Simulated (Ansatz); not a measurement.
C built on the diamond prototype, relaxed with r2SCAN in the PAW code Ansatz. Space group Fd-3m (No. 227), cubic; a = 3.560 Å in the conventional setting, 5.64 Å³ an atom. C has 4 C at 1.54 Å.

The axes x, y and z are those of this cell:
```
CELL_PARAMETERS angstrom
0.00000 1.78012 1.78012
1.78012 0.00000 1.78012
1.78012 1.78012 0.00000
ATOMIC_POSITIONS crystal
C 0.00000 0.00000 0.00000
C 0.25000 0.25000 0.25000
```

Unstrained: With PBE the valence top lies at Γ and the conduction bottom at Γ–X (0.73 of the way from Γ), 4.148 eV higher; the smallest vertical gap, at Γ, is 5.609 eV. The r2SCAN gap is indirect, 4.361 eV (Γ to Γ–X (0.73 of the way from Γ)), below the direct gap of 5.896 eV at Γ. HSE06 gives an indirect gap of 5.300 eV, from Γ to Γ–X (0.73 of the way from Γ); the least direct gap is 6.994 eV at Γ. Meshes: PBE 12×12×12, r2SCAN 12×12×12, HSE06 8×8×8. Strains are changes of length per length. After each strain the atoms were relaxed again with r2SCAN within the symmetry that the strain leaves, so tilts or polar shifts that break it weren't tested; points keep the names that they have in the unstrained zone. Spin-unpolarised throughout; all numbers are computed.

(1) Estimate what epitaxial +2.0 % in the plane normal to [111], free normal strain -0.18 % does to the gap.

(2) For epitaxial +3.0 % in the plane normal to [111], how far does the free direction move, and what happens to the gap?

(3) Estimate what epitaxial -1.0 % in the plane normal to [111], free normal strain +0.10 % does to the gap.

(4) For epitaxial +4.0 % in the plane normal to [111], how far does the free direction move, and what happens to the gap?

(5) Estimate what epitaxial -3.0 % in the plane normal to [111], free normal strain +0.31 % does to the gap.

(6) For epitaxial -2.0 % in the plane normal to [111], how far does the free direction move, and what happens to the gap?

(7) Estimate what epitaxial +1.0 % in the plane normal to [111], free normal strain -0.09 % does to the gap.

(8) Estimate what epitaxial -4.0 % in the plane normal to [111], free normal strain +0.42 % does to the gap.

Answers

(1) PBE: the gap goes from 4.148 to 4.045 eV (-0.103 eV). r2SCAN: the gap goes from 4.361 to 4.254 eV (-0.107 eV). HSE06: the gap goes from 5.300 to 5.183 eV (-0.117 eV). The r2SCAN energy rises by 17.2 meV an atom.

(2) The normal strain at zero normal stress is -0.27 %, 0.09 of the in-plane strain with the sign turned. PBE: the gap goes from 4.148 to 3.982 eV (-0.166 eV); the edges go from Γ → Γ–X (0.73) to Γ → (0.004, 0.372, 0.372); with r2SCAN the top three valence levels at Γ, degenerate before, become 2+1 from the top over 27 meV. r2SCAN: the gap goes from 4.361 to 4.181 eV (-0.180 eV); the edges go from Γ → Γ–X (0.73) to Γ → (0.004, 0.372, 0.372). HSE06: the gap goes from 5.300 to 5.101 eV (-0.199 eV); the edges go from Γ → Γ–X (0.73) to Γ → (0.004, 0.372, 0.372).

(3) PBE: the gap goes from 4.148 to 4.173 eV (+0.025 eV); with r2SCAN the top three valence levels at Γ, degenerate before, become 2+1 from the top over 33 meV. r2SCAN: the gap goes from 4.361 to 4.390 eV (+0.029 eV). HSE06: the gap goes from 5.300 to 5.333 eV (+0.033 eV). The r2SCAN energy rises by 4.7 meV an atom.

(4) The normal strain at zero normal stress is -0.35 %, 0.09 of the in-plane strain with the sign turned. PBE: the gap goes from 4.148 to 3.899 eV (-0.249 eV); the edges go from Γ → Γ–X (0.73) to Γ → (0.005, 0.380, 0.380); with r2SCAN the top three valence levels at Γ, degenerate before, become 2+1 from the top over 71 meV. r2SCAN: the gap goes from 4.361 to 4.094 eV (-0.267 eV); the edges go from Γ → Γ–X (0.73) to Γ → (0.005, 0.380, 0.380). HSE06: the gap goes from 5.300 to 5.005 eV (-0.295 eV); the edges go from Γ → Γ–X (0.73) to Γ → (0.005, 0.380, 0.380).

(5) PBE: the gap goes from 4.148 to 4.164 eV (+0.016 eV); the edges go from Γ → Γ–X (0.73) to Γ → (-0.005, 0.376, 0.376); with r2SCAN the top three valence levels at Γ, degenerate before, become 2+1 from the top over 178 meV. r2SCAN: the gap goes from 4.361 to 4.384 eV (+0.023 eV); the edges go from Γ → Γ–X (0.73) to Γ → (-0.005, 0.376, 0.376). HSE06: the gap goes from 5.300 to 5.333 eV (+0.033 eV); the edges go from Γ → Γ–X (0.73) to Γ → (-0.005, 0.376, 0.376). The r2SCAN energy rises by 44.0 meV an atom.

(6) The normal strain at zero normal stress is +0.20 %, 0.10 of the in-plane strain with the sign turned. PBE: the gap goes from 4.148 to 4.180 eV (+0.032 eV); the edges go from Γ → Γ–X (0.73) to Γ → (-0.004, 0.368, 0.368); with r2SCAN the top three valence levels at Γ, degenerate before, become 2+1 from the top over 92 meV. r2SCAN: the gap goes from 4.361 to 4.399 eV (+0.038 eV); the edges go from Γ → Γ–X (0.73) to Γ → (-0.004, 0.368, 0.368). HSE06: the gap goes from 5.300 to 5.346 eV (+0.046 eV); the edges go from Γ → Γ–X (0.73) to Γ → (-0.004, 0.368, 0.368).

(7) PBE: the gap goes from 4.148 to 4.093 eV (-0.055 eV); with r2SCAN the top three valence levels at Γ, degenerate before, become 1+2 from the top over 11 meV. r2SCAN: the gap goes from 4.361 to 4.305 eV (-0.056 eV). HSE06: the gap goes from 5.300 to 5.246 eV (-0.054 eV). The r2SCAN energy rises by 4.4 meV an atom.

(8) PBE: the gap goes from 4.148 to 4.115 eV (-0.033 eV); the edges go from Γ → Γ–X (0.73) to Γ → (-0.007, 0.389, 0.389); with r2SCAN the top three valence levels at Γ, degenerate before, become 2+1 from the top over 294 meV. r2SCAN: the gap goes from 4.361 to 4.338 eV (-0.023 eV); the edges go from Γ → Γ–X (0.73) to Γ → (-0.007, 0.389, 0.389). HSE06: the gap goes from 5.300 to 5.286 eV (-0.014 eV); the edges go from Γ → Γ–X (0.73) to Γ → (-0.007, 0.389, 0.389). The r2SCAN energy rises by 80.1 meV an atom.

Where an edge lies off the special points, it is a point of the mesh or the k point where a search put PBE's edge or least direct gap, reused for the other functionals, whose own edges may lie a little apart.

Coordinates of k points refer to the reciprocal vectors of the primitive cell of the runs.

The meshes of the hybrids are coarse, so their gaps aren't converged to the digits shown.

The splittings at Γ are without spin-orbit coupling, which regroups them where it is of like size or larger.
